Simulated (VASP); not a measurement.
# NaI (Fm-3m) in VASP: a series of runs, part 2 of 2

VASP 6.6.1. The steps go on from the part before.

### 3 Single point, PBE

Contents of INCAR:

```
SYSTEM = NaI
PREC = Accurate ; ENCUT = 700
EDIFF = 1E-6 ; ISMEAR = 0
SIGMA = 0.05 ; LREAL = .FALSE.
LASPH = .TRUE. ; NELM = 100
ALGO = Normal ; ISIF = 2
LWAVE = .FALSE. ; LCHARG = .FALSE.
GGA = PE ; NBANDS = 14
ADDGRID = .FALSE.
```

Contents of KPOINTS:

```
Automatic mesh
0
G
  9 9 9
  0 0 0
```

Contents of POSCAR:

```
NaI
1.0
    0.0000000000      3.2364000000      3.2364000000
    3.2364000000      0.0000000000      3.2364000000
    3.2364000000      3.2364000000      0.0000000000
I Na
1 1
Direct
    0.5000000000      0.5000000000      0.5000000000
    0.0000000000      0.0000000000      0.0000000000
```

Potentials or basis: VASP PAW PBE potentials, release 64 (I, Na_pv).

Command:

```console
$ cat potpaw_PBE.64/I/POTCAR potpaw_PBE.64/Na_pv/POTCAR > POTCAR
$ mpirun -np 1 vasp_std > vasp.out
```

OUTCAR:

```text
SYSTEM = NaI
   PREC = Accurate
   ENCUT = 700
   EDIFF = 1E-6
   ISMEAR = 0
   LREAL = .FALSE.
   LASPH = .TRUE.
   NELM = 100
   ISIF = 2
   GGA = PE

 Found     35 irreducible k-points:

 Following reciprocal coordinates:
            Coordinates               Weight
  0.000000  0.000000  0.000000      1.000000
  0.111111  0.000000  0.000000      8.000000
  0.222222  0.000000  0.000000      8.000000
  0.333333  0.000000  0.000000      8.000000
  0.444444  0.000000  0.000000      8.000000
  0.111111  0.111111  0.000000      6.000000
   k-points           NKPTS =     35   k-points in BZ     NKDIM =     35   number of bands    NBANDS=     14
[... 181 lines left out ...]
  --------------------------------------------------------------------------------------
  -------------------------------------------------------------------------------------
  Total        0.1866929      0.1866929      0.1866929     -0.0000000      0.0000000     -0.0000000
  in kB        4.4118605      4.4118605      4.4118605     -0.0000000      0.0000000     -0.0000000
  external PRESSURE =       4.4118605 kB  Pullay stress =       0.0000000 kB

 VOLUME and BASIS-vectors are now :
 -----------------------------------------------------------------------------
  energy-cutoff  :      700.00
  volume of cell :       67.80
      direct lattice vectors                 reciprocal lattice vectors
     0.000000000  3.236400000  3.236400000    -0.154492646  0.154492646  0.154492646
     3.236400000  0.000000000  3.236400000     0.154492646 -0.154492646  0.154492646
     3.236400000  3.236400000  0.000000000     0.154492646  0.154492646 -0.154492646

 POSITION                                       TOTAL-FORCE (eV/Angst)
 -----------------------------------------------------------------------------------
      3.23640      3.23640      3.23640         0.000000      0.000000     -0.000000
      0.00000      0.00000      0.00000        -0.000000     -0.000000      0.000000
 -----------------------------------------------------------------------------------
    total drift:                                0.000000     -0.000000     -0.000000

  FREE ENERGIE OF THE ION-ELECTRON SYSTEM (eV)
  ---------------------------------------------------
  free  energy   TOTEN  =        -5.3849382885 eV

  energy  without entropy=       -5.3849382885  energy(sigma->0) =       -5.38493829
```

stdout:

```text
POSCAR found type information on POSCAR I Na
 POSCAR found :  2 types and       2 ions
 scaLAPACK will be used
 LDA part: xc-table for (Slater+PW92), standard interpolation
 POSCAR, INCAR and KPOINTS ok, starting setup
 FFT: planning ... GRIDC
 FFT: planning ... GRID_SOFT
 FFT: planning ... GRID
 WAVECAR not read
 entering main loop
```

Wall time 33 s (1 thread of Intel Xeon Platinum 8488C (Sapphire Rapids), shared host); peak memory 0.25 GiB.

These settings aren't checked as converged: the numbers below hold their error.

What came out:

- Free energy: -5.3849 eV
- Pressure: 0.4 GPa
- Band gap on the k mesh: 3.64 eV, direct

Caveat: spin-orbit coupling is left out, which moves the levels of the heavy elements; an odd mesh through Γ misses points on the zone boundary, where band edges often lie.

### 4 Single point, PBE

INCAR is that of step 3.

Contents of KPOINTS:

```
Automatic mesh
0
G
  10 10 10
  0 0 0
```

POSCAR is that of step 3.

Potentials or basis: VASP PAW PBE potentials, release 64 (I, Na_pv).

Command:

```console
$ cat potpaw_PBE.64/I/POTCAR potpaw_PBE.64/Na_pv/POTCAR > POTCAR
$ mpirun -np 1 vasp_std > vasp.out
```

OUTCAR:

```text
SYSTEM = NaI
   PREC = Accurate
   ENCUT = 700
   EDIFF = 1E-6
   ISMEAR = 0
   LREAL = .FALSE.
   LASPH = .TRUE.
   NELM = 100
   ISIF = 2
   GGA = PE

 Found     47 irreducible k-points:

 Following reciprocal coordinates:
            Coordinates               Weight
  0.000000  0.000000  0.000000      1.000000
  0.100000  0.000000  0.000000      8.000000
  0.200000  0.000000  0.000000      8.000000
  0.300000  0.000000  0.000000      8.000000
  0.400000  0.000000  0.000000      8.000000
  0.500000  0.000000  0.000000      4.000000
   k-points           NKPTS =     47   k-points in BZ     NKDIM =     47   number of bands    NBANDS=     14
   number of dos      NEDOS =    301   number of ions     NIONS =      2
   total plane-waves  NPLWV =  64000
   dimension x,y,z NGX =    40 NGY =   40 NGZ =   40
   dimension x,y,z NGXF=    80 NGYF=   80 NGZF=   80
   ions per type =               1   1
   NGX,Y,Z   is equivalent  to a cutoff of  14.53, 14.53, 14.53 a.u.
   NGXF,Y,Z  is equivalent  to a cutoff of  29.06, 29.06, 29.06 a.u.
 SYSTEM =  NaI
   PREC   = accura    normal or accurate (medium, high low for compatibility)
   ISTART =      0    job   : 0-new  1-cont  2-samecut
   ICHARG =      2    charge: 1-file 2-atom 10-const
   ISPIN  =      1    spin polarized calculation?
   LNONCOLLINEAR =      F non collinear calculations
   LSORBIT =      F    spin-orbit coupling
   LASPH  =      T    aspherical Exc in radial PAW
[... 73 lines left out ...]
     14      11.2413      0.00000
[... 71 lines left out ...]
      1     -21.6388      2.00000
      2     -21.6339      2.00000
      3     -21.6339      2.00000
      4      -9.8974      2.00000
      5      -1.3737      2.00000
      6       0.5251      2.00000
      7       0.5251      2.00000
      8       5.8996      0.00000
      9       8.2508      0.00000
     10       8.2508      0.00000
     11       9.5363      0.00000
     12      11.1124      0.00000
     13      13.0656      0.00000
     14      13.0656      0.00000

 [... further k-points ...]

------------------------ aborting loop because EDIFF is reached ----------------------------------------

  FORCE on cell =-STRESS in cart. coord.  units (eV):
  Direction    XX          YY          ZZ          XY          YZ          ZX
  --------------------------------------------------------------------------------------
  -------------------------------------------------------------------------------------
  Total        0.1865856      0.1865856      0.1865856      0.0000000      0.0000000     -0.0000000
  in kB        4.4093251      4.4093251      4.4093251      0.0000000      0.0000000     -0.0000000
  external PRESSURE =       4.4093251 kB  Pullay stress =       0.0000000 kB

 VOLUME and BASIS-vectors are now :
 -----------------------------------------------------------------------------
  energy-cutoff  :      700.00
  volume of cell :       67.80
      direct lattice vectors                 reciprocal lattice vectors
     0.000000000  3.236400000  3.236400000    -0.154492646  0.154492646  0.154492646
     3.236400000  0.000000000  3.236400000     0.154492646 -0.154492646  0.154492646
     3.236400000  3.236400000  0.000000000     0.154492646  0.154492646 -0.154492646

 POSITION                                       TOTAL-FORCE (eV/Angst)
 -----------------------------------------------------------------------------------
      3.23640      3.23640      3.23640        -0.000000     -0.000000      0.000000
      0.00000      0.00000      0.00000         0.000000      0.000000     -0.000000
 -----------------------------------------------------------------------------------
    total drift:                                0.000000     -0.000000     -0.000000

  FREE ENERGIE OF THE ION-ELECTRON SYSTEM (eV)
  ---------------------------------------------------
  free  energy   TOTEN  =        -5.3849384127 eV

  energy  without entropy=       -5.3849384127  energy(sigma->0) =       -5.38493841
```

stdout:

```text
POSCAR found type information on POSCAR I Na
 POSCAR found :  2 types and       2 ions
 scaLAPACK will be used
 LDA part: xc-table for (Slater+PW92), standard interpolation
 POSCAR, INCAR and KPOINTS ok, starting setup
 FFT: planning ... GRIDC
 FFT: planning ... GRID_SOFT
 FFT: planning ... GRID
 WAVECAR not read
 entering main loop
```

Run time: 40 s. Hardware: 1 thread of Intel Xeon Platinum 8488C (Sapphire Rapids), shared host; peak memory 0.26 GiB.

These settings aren't checked as converged: the numbers below hold their error.

Results:

```
Free energy            : -5.3849 eV
Pressure               : 0.4 GPa
Band gap on the k mesh : 3.64 eV, direct
```

Caveat: spin-orbit coupling is left out, which moves the levels of the heavy elements.

### 5 Single point, PBE

Edit INCAR of step 4 so:

```diff
@@ -1,3 +1,3 @@
 SYSTEM = NaI
-PREC = Accurate ; ENCUT = 700
+PREC = Accurate ; ENCUT = 900
 EDIFF = 1E-6 ; ISMEAR = 0
```

Contents of KPOINTS:

```
Automatic mesh
0
G
  9 9 9
  0 0 0
```

POSCAR is that of step 4.

Command:

```console
$ cat potpaw_PBE.64/I/POTCAR potpaw_PBE.64/Na_pv/POTCAR > POTCAR
$ mpirun -np 1 vasp_std > vasp.out
```

Wall time 49 s (1 thread of Intel Xeon Platinum 8488C (Sapphire Rapids), shared host); peak memory 0.35 GiB.

These settings aren't checked as converged: the numbers below hold their error.

What came out:

| Quantity | Value |
| --- | --- |
| Free energy | -5.3849 eV |
| Pressure | 0.4 GPa |
| Band gap on the k mesh | 3.64 eV, direct |

Caveat: spin-orbit coupling is left out, which moves the levels of the heavy elements; an odd mesh through Γ misses points on the zone boundary, where band edges often lie.

### 6 Single point, PBE

Contents of INCAR:

```
  PREC = Accurate
  ENCUT = 450
  EDIFF = 1E-6
  ISMEAR = 0
  SIGMA = 0.02
  LREAL = False
  LASPH = True
  NELM = 60
  ALGO = Normal
  ISIF = 2
  LWAVE = False
  LCHARG = False
  GGA = PE
```

Contents of KPOINTS:

```
Automatic mesh
0
Gamma
  4 4 4
```

POSCAR is that of step 5.

Potentials or basis: VASP PAW PBE potentials, release 64 (I_GW, Na_sv_GW).

Command:

```console
$ cat potpaw_PBE.64/I_GW/POTCAR potpaw_PBE.64/Na_sv_GW/POTCAR > POTCAR
$ mpirun -np 1 vasp_std > vasp.out
```

It took 3.6 s on 1 thread of Intel Xeon 6975P-C (Granite Rapids), shared host; peak memory 0.17 GiB.

The run converged. Its results:

| Item | Value |
| --- | --- |
| Free energy | -7.4613 eV |
| Pressure | 0.5 GPa |
| Band gap on the k mesh | 3.63 eV, direct |

Levels at points of the mesh, in eV from the valence-band top:
```
           k point  band 4  band 5  band 6  band 7  band 8  band 9  band 10  band 11  band 12
(0.00, 0.00, 0.00)  -22.44  -11.02    0.00    0.00    0.00    3.63     7.96     7.96     7.96
(0.50, 0.00, 0.00)  -22.44  -10.70   -2.18   -0.28   -0.28    5.09     7.46     7.46     8.74
(0.50, 0.50, 0.00)  -22.44  -10.63   -1.90   -0.74   -0.74    4.50     5.56     9.87    11.30
```

Caveat: the k mesh is coarse (spacing up to 0.42 Å⁻¹), so the values aren't converged; the cutoff is under 1.25 times the usual one of these potentials, so pressure, stress and relaxed cells hold a basis-set (Pulay) error; spin-orbit coupling is left out, which moves the levels of the heavy elements.

### 7 For comparison

An earlier run on the cell as given: functional PBE; potentials or basis VASP PAW PBE potentials, release 64 (I, Na_pv); cutoff 520 eV; k mesh 7 × 7 × 7; occupations fermi-dirac, width 0.05 eV; no spin polarisation.

* Pressure: 0.4 GPa
* Band gap on the k mesh: 3.64 eV, direct
